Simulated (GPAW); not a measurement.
# TiO2 (P4_2/mnm) in GPAW: further runs, part 2 of 2

GPAW 26.7.0. Earlier steps stand in the parts before.

## 5. Band structure, SCAN

run.py reads:

```python
from ase import Atoms
from ase.dft.bandgap import bandgap
from ase.io import write
from ase.units import GPa
from gpaw import GPAW, PW

atoms = Atoms(['Ti', 'Ti', 'O', 'O', 'O', 'O'],
              cell=[[4.5998373239, 0.0, 0.0],
                    [0.0, 4.5998373239, 0.0],
                    [0.0, 0.0, 2.95921356]],
              scaled_positions=[[0.0, 0.0, 0.5],
                                [0.5, 0.5, 0.0],
                                [0.30432132, 0.30432132, 0.5],
                                [0.19567868, 0.80432132, 0.0],
                                [0.80432132, 0.19567868, 0.0],
                                [0.69567868, 0.69567868, 0.5]],
              pbc=True)

calc = GPAW(mode=PW(800),
            xc='MGGA_X_SCAN+MGGA_C_SCAN',
            kpts={'size': (4, 4, 6), 'gamma': True},
            occupations={'name': 'fermi-dirac', 'width': 0.05},
            nbands=43,
            convergence={'density': 1e-05, 'energy': 1e-05},
            maxiter=150,
            txt='gpaw.txt')
atoms.calc = calc
energy = atoms.get_potential_energy()
forces = atoms.get_forces()
stress = atoms.get_stress()
calc.write('gs.gpw')
write('result.traj', atoms)
print(f'Energy: {energy:.6f} eV')
print('Forces (eV/A):')
print(forces.round(4))
print('Stress (GPa):', (stress / GPa).round(3))
print('Fermi level:', round(calc.get_fermi_level(), 4), 'eV')
print(f'Gap: {bandgap(calc)[0]:.4f} eV, direct: {bandgap(calc, direct=True)[0]:.4f} eV')

path = atoms.cell.bandpath('GXMGZRAZ,XR,MA', npoints=60, eps=1e-4)
bs_calc = calc.fixed_density(kpts=path, symmetry='off', nbands=61,
                             convergence={'bands': 'CBM+6.0', 'eigenstates': 1e-6}, txt='bands.txt')
bs = bs_calc.band_structure()
bs.write('bs.json')
print(f'Gap on the path: {bandgap(bs_calc)[0]:.4f} eV')
```

Potentials or basis: GPAW PAW data sets (gpaw-data 1.2.1), pw.

Started as:

```bash
$ OMP_NUM_THREADS=1 python run.py
```

gpaw.txt:

```text
__  _  _
 | _ |_)|_||  |
 |__||  | ||/\| - 26.7.0

Input parameters:
  mode=PW(ecut=800.0),
  convergence={'density': 1e-05, 'energy': 1e-05},
  kpts=MonkhorstPack(size=(4, 4, 6), gamma=True),
  maxiter=150,
  nbands=43,
  occupations=Occupations(name='fermi-dirac', width=0.05),
  xc=XC(name='MGGA_X_SCAN+MGGA_C_SCAN')

Diagonalizing LCAO Hamiltonian
Converting LCAO to pw mode
    .----------.
   /|          |
  / |          |
 *  |      O   |
 |  .O---------.
 Ti/  O Ti    /
 |/       O  /
 *----------*

Atoms  # Å, Bohr magnetons
|   | symbol |        x |        y |        z |    initial magnetic moments |
|---|--------|----------|----------|----------|-----------------------------|
| 0 |     Ti | 0.000000 | 0.000000 | 1.479607 | ( 0.0000,  0.0000,  0.0000) |
| 1 |     Ti | 2.299919 | 2.299919 | 0.000000 | ( 0.0000,  0.0000,  0.0000) |
| 2 |      O | 1.399829 | 1.399829 | 1.479607 | ( 0.0000,  0.0000,  0.0000) |
| 3 |      O | 0.900090 | 3.699747 | 0.000000 | ( 0.0000,  0.0000,  0.0000) |
| 4 |      O | 3.699747 | 0.900090 | 0.000000 | ( 0.0000,  0.0000,  0.0000) |
| 5 |      O | 3.200009 | 3.200009 | 1.479607 | ( 0.0000,  0.0000,  0.0000) |

Unit cell  # Å
| periodic |        x |        y |        z |  lengths |    angles |
|----------|----------|----------|----------|----------|-----------|
|      yes | 4.599837 | 0.000000 | 0.000000 | 4.599837 | 90.000000 |
|      yes | 0.000000 | 4.599837 | 0.000000 | 4.599837 | 90.000000 |
|      yes | 0.000000 | 0.000000 | 2.959214 | 2.959214 | 90.000000 |

Number of symmetries: 8
Symmetry operations  # r_c * U_cc + t_c -> r_c
|   | kind |            matrix            |
|---|------|------------------------------|
| 0 |  E   |  1, 0, 0,  0, 1, 0,  0, 0, 1 |
| 1 |  σ   |  1, 0, 0,  0, 1, 0,  0, 0,-1 |
| 2 |  σ   |  0, 1, 0,  1, 0, 0,  0, 0, 1 |
| 3 |  C2  |  0, 1, 0,  1, 0, 0,  0, 0,-1 |
| 4 |  σ   |  0,-1, 0, -1, 0, 0,  0, 0, 1 |
| 5 |  C2  |  0,-1, 0, -1, 0, 0,  0, 0,-1 |
| 6 |  C2  | -1, 0, 0,  0,-1, 0,  0, 0, 1 |
| 7 |  i   | -1, 0, 0,  0,-1, 0,  0, 0,-1 |

BZ-sampling:
  Number of BZ points: 96
  Number of IBZ points: 28

  Monkhorst-Pack size: [4, 4, 6]
  Monkhorst-Pack shift: [0.125, 0.125, 0.08333333333333333]

K-points  # in reciprocal-cell coordinates
|     |                                coordinates |     weight |
|-----|--------------------------------------------|------------|
|   0 | (  0.00000000,   0.00000000,   0.00000000) | 0.01041667 |
|   1 | (  0.00000000,   0.00000000,   0.16666667) | 0.02083333 |
|   2 | (  0.00000000,   0.00000000,   0.33333333) | 0.02083333 |
|   3 | (  0.00000000,   0.00000000,   0.50000000) | 0.01041667 |
|   4 | (  0.25000000,  -0.25000000,   0.00000000) | 0.02083333 |
|   5 | (  0.25000000,  -0.25000000,   0.16666667) | 0.04166667 |
|   6 | (  0.25000000,  -0.25000000,   0.33333333) | 0.04166667 |
|   7 | (  0.25000000,  -0.25000000,   0.50000000) | 0.02083333 |
|   8 | (  0.25000000,   0.00000000,   0.00000000) | 0.04166667 |
|   9 | (  0.25000000,   0.00000000,   0.16666667) | 0.08333333 |
| ... |                                            |            |
|  27 | (  0.50000000,   0.50000000,   0.50000000) | 0.01041667 |

Plane wave coefficients: 3249
Cutoff: 800.0 eV

Spin-components: 1 (collinear spins)
Bands:           43
Projectors:      32
Spin-degeneracy: 2
Datatype:        complex128

Parallelization:
  kpt:    1
  domain: 1
  band:   1

Density:
  Valence electrons: 48.0
  Components: 1
  Grid points: [32 32 20]
  Charge: 0.0  # |e|

Potential:
  Grid points: [32 32 20]

species:
  Ti:
    name:    Titanium
    Z:       22.0
    valence: 12
    core:    10
    charge:  0.0  # [|e|]
    compensation charges:
      type: gauss
      rc: 0.38  # [Å]
      lmax: 2
    cutoffs:
      filter: 2.23  # [Å]
      core: 1.02  # [Å]
    projectors
    | kind |    occ | energy [eV] | rcut [Å] |
    |------|--------|-------------|----------|
    |   3s |  2.000 |     -62.623 |    1.270 |
    |   4s |  2.000 |      -4.466 |    1.270 |
    |   3p |  6.000 |     -38.862 |    1.058 |
    |   4p |  0.000 |      -1.466 |    1.058 |
    |   3d |  2.000 |      -4.258 |    1.058 |
    |    d |        |      22.953 |    1.058 |

    Using partial waves for Ti as LCAO basis

  O:
    name:    Oxygen
    Z:       8.0
    valence: 6
    core:    2
    charge:  0.0  # [|e|]
    compensation charges:
      type: gauss
      rc: 0.21  # [Å]
      lmax: 2
    cutoffs:
      filter: 1.17  # [Å]
      core: 0.83  # [Å]
    projectors
    | kind |    occ | energy [eV] | rcut [Å] |
    |------|--------|-------------|----------|
    |   2s |  2.000 |     -23.961 |    0.688 |
    |   2p |  4.000 |      -9.029 |    0.598 |
    |    s |        |       3.251 |    0.688 |
    |    p |        |      18.182 |    0.598 |
    |    d |        |       0.000 |    0.619 |

    Using partial waves for O as LCAO basis

Reference energy: -54611.437768  # eV

eigensolver:
  PPCG
  Converge bands: occupied
  niter=2

density mixing:
  MSR1-Mixer
  Pratt-step length: 0.05
  Maximum mixing coefficient: 0.75
  Old densities: 10
  SVD Regularization: 0.005
  Good broyden scale: 1.0
  Trust region scale: 1.0
  Backstep threshold: 4.0
  History deletion threshold: 6.0
  Fourier metric: weight=20.0, sigma=0.015

occupation numbers:
  Fermi-Dirac:
    width: 0.0500  # eV

poisson solver:
  ecut: 6400.0  # eV

xc functional:
  name: MGGA_X_SCAN+MGGA_C_SCAN with 2 nearest neighbor stencil

convergence criteria:
- Maximum integral of absolute [dens]ity change: 1e-05 electrons / valence electron
- Maximum [total energy] change in last 3 cyles: 1e-05 eV / valence electron
- Maximum integral of absolute [eigenst]ate change: 4e-08 eV^2 / valence electron
maximum number of iterations: 150

SCF iterations
|iter     | |      energy | eigst |  dens |
|---------|-|-------------|-------|-------|
|iter:   1| | -104.314138 | -0.01 |       |
|iter:   2| |  -80.504008 | -1.41 | -0.78 |
|iter:   3| |  -78.082164 | -0.23 | -0.82 |
|iter:   4| |  -75.495359 | -0.99 | -0.92 |
|iter:   5| |  -74.798340 | -1.60 | -1.52 |
|iter:   6| |  -74.861107 | -2.41 | -1.84 |
|iter:   7| |  -74.834901 | -3.22 | -2.09 |
|iter:   8| |  -74.832922 | -4.01 | -3.05 |
|iter:   9| |  -74.832896 | -5.48 | -3.43 |
|iter:  10| |  -74.832901c| -6.02 | -3.61 |
|iter:  11| |  -74.832892c| -6.60 | -3.87 |
|iter:  12| |  -74.832891c| -7.44c| -4.54 |
|iter:  13| |  -74.832891c| -7.61c| -5.12c|

Converged in 13 steps
Energy contributions relative to reference atoms: (reference = -54611.437768)

Energy contributions:
  Kinetic:          55.201408
  Coulomb:         -64.285166
  Zero:              0.971840
  External:          0.000000
  Xc:              -66.720974
  Entropy:          -0.000000
  Spinorbit:         0.000000
  ----------------------------
  Free energy:     -74.832891
  Extrapolated:    -74.832891

dipole moment: (-14.879501, -14.879501, -26.174720)  # |e|*Ang

Fermi level: 6.315
Eigenvalues  # (at kpt = [0.000, 0.000, 0.000])
| band index |      eig [eV] | occ [0-2] |
|------------|---------------|-----------|
|          0 |       -54.005 |     2.000 |
|        ... |               |           |
|         16 |         1.328 |     2.000 |
|         17 |         2.633 |     2.000 |
|         18 |         2.633 |     2.000 |
|         19 |         3.186 |     2.000 |
|         20 |         4.498 |     2.000 |
|         21 |         4.780 |     2.000 |
[... 8 lines left out ...]
|         30 |        10.215 |     0.000 |
|         31 |        12.246 |     0.000 |
|        ... |               |           |
|         42 |        25.824 |     0.000 |

Gap: 2.248 eV
Transition (v -> c):
  (s=0, k=0, n=23, [0.00, 0.00, 0.00]) -> (s=0, k=0, n=24, [0.00, 0.00, 0.00])
No difference between direct/indirect transitions

Forces  # eV/Ang
|        x |        y |       z |
|----------|----------|---------|
|  0.00000 |  0.00000 | 0.00000 |  # Ti   0
|  0.00000 |  0.00000 | 0.00000 |  # Ti   1
|  0.02768 |  0.02768 | 0.00000 |  # O    2
| -0.02777 |  0.02777 | 0.00000 |  # O    3
|  0.02777 | -0.02777 | 0.00000 |  # O    4
| -0.02768 | -0.02768 | 0.00000 |  # O    5

Stress tensor  # eV/Ang^3
|        x |        y |        z |
|----------|----------|----------|
| 0.005036 | 0.000001 | 0.000000 |
| 0.000001 | 0.005036 | 0.000000 |
| 0.000000 | 0.000000 | 0.005022 |

# Writing to gs.gpw (mode='')
```

It took 3 min on 1 thread of Intel Xeon 6975P-C (Granite Rapids), shared host; peak memory 0.63 GiB.

Results:

* Free energy: -74.8329 eV
* Pressure: -0.8 GPa
* Largest force: 0.039 eV/Å
* Band gap on the k mesh: 2.25 eV, direct
* Band gap along the path: 2.25 eV, direct

Forces on the atoms (eV/Å):
```
Ti   0.000  0.000  0.000
Ti   0.000  0.000  0.000
O    0.028  0.028  0.000
O   -0.028  0.028  0.000
O    0.028 -0.028  0.000
O   -0.028 -0.028  0.000
```

Levels at the corners of the path, in eV from the valence-band top:
```csv
point,band 20,band 21,band 22,band 23,band 24,band 25,band 26,band 27,band 28,band 29
Γ,-2.09,-0.77,-0.49,-0.49,0.00,2.25,2.55,2.76,2.88,2.88
X,-3.14,-1.71,-1.71,-0.77,-0.77,2.92,2.92,3.40,3.40,3.92
M,-2.20,-1.39,-1.39,-1.13,-1.13,2.28,2.28,2.90,2.90,4.18
Γ,-2.09,-0.77,-0.49,-0.49,0.00,2.25,2.55,2.76,2.88,2.88
Z,-2.87,-2.40,-2.40,-1.48,-1.48,3.32,3.32,3.59,3.59,4.03
R,-2.47,-2.07,-2.07,-1.09,-1.09,2.28,2.28,3.61,3.61,4.27
A,-2.84,-1.32,-1.32,-0.72,-0.72,2.95,2.95,3.58,3.58,3.64
Z,-2.87,-2.40,-2.40,-1.48,-1.48,3.32,3.32,3.59,3.59,4.03
X,-3.14,-1.71,-1.71,-0.77,-0.77,2.92,2.92,3.40,3.40,3.92
R,-2.47,-2.07,-2.07,-1.09,-1.09,2.28,2.28,3.61,3.61,4.27
M,-2.20,-1.39,-1.39,-1.13,-1.13,2.28,2.28,2.90,2.90,4.18
A,-2.84,-1.32,-1.32,-0.72,-0.72,2.95,2.95,3.58,3.58,3.64
```

Caveat: the k mesh is coarse; the PAW data sets were made with another functional, which shifts forces and pressure a little.

## 6. Summary

```csv
task,level,potentials or basis,band path,band points,gap on the mesh (eV),pressure (GPa),largest force (eV/Å)
band structure,AM05,"PAW data sets generated in the run's folder for this functional, pw","GXMGZRAZ,XR,MA",100,1.83,-1.0,0.06
band structure,BP86,"PAW data sets generated in the run's folder for this functional, pw","GXMGZRAZ,XR,MA",80,1.86,5.1,0.03
equation of state,BEEF-vdW,"GPAW PAW data sets (gpaw-data 1.2.1), pw",-,-,-,-,-
band structure,SCAN,"GPAW PAW data sets (gpaw-data 1.2.1), pw","GXMGZRAZ,XR,MA",60,2.25,-0.8,0.04
```

Alike in all rows: no spin polarisation; cell as given; k mesh 4 × 4 × 6; cutoff (eV) 800; smearing fermi-dirac 0.05 eV.

Caveats: the PAW data sets were made with another functional, which shifts forces and pressure a little (some runs).

Total energies depend on the potentials used, so only differences within one code and one set of settings carry meaning.

## 7. Against experiment

Step 2. Measured gap of TiO2: 3.03 eV (direct; 1.6 K; quoted in “Shallow Valence Band of Rutile GeO2 and P-type Doping”, 2020, arxiv:2011.08928). This calculation gives 1.83 eV (-1.20 eV). 2 values of this kind are on record in papers (3.03 to 3.05 eV); this one was drawn at random among those near their median. The value is that of AM05, without temperature or zero-point motion. Semilocal functionals fall short of measured gaps as a rule. The cell is a database's relaxed one, not the measured one, which moves gaps too.

Step 3. Measured gap of TiO2: 3.03 eV (direct; 1.6 K; quoted in “Shallow Valence Band of Rutile GeO2 and P-type Doping”, 2020, arxiv:2011.08928). This calculation gives 1.86 eV (-1.17 eV). 2 values of this kind are on record in papers (3.03 to 3.05 eV); this one was drawn at random among those near their median. The value is that of BP86, without temperature or zero-point motion. The cell is a database's relaxed one, not the measured one, which moves gaps too.

Step 5. Measured gap of TiO2: 3.03 eV (direct; 1.6 K; quoted in “Shallow Valence Band of Rutile GeO2 and P-type Doping”, 2020, arxiv:2011.08928). This calculation gives 2.25 eV (-0.78 eV). 2 values of this kind are on record in papers (3.03 to 3.05 eV); this one was drawn at random among those near their median. The value is that of SCAN, without temperature or zero-point motion. The cell is a database's relaxed one, not the measured one, which moves gaps too.
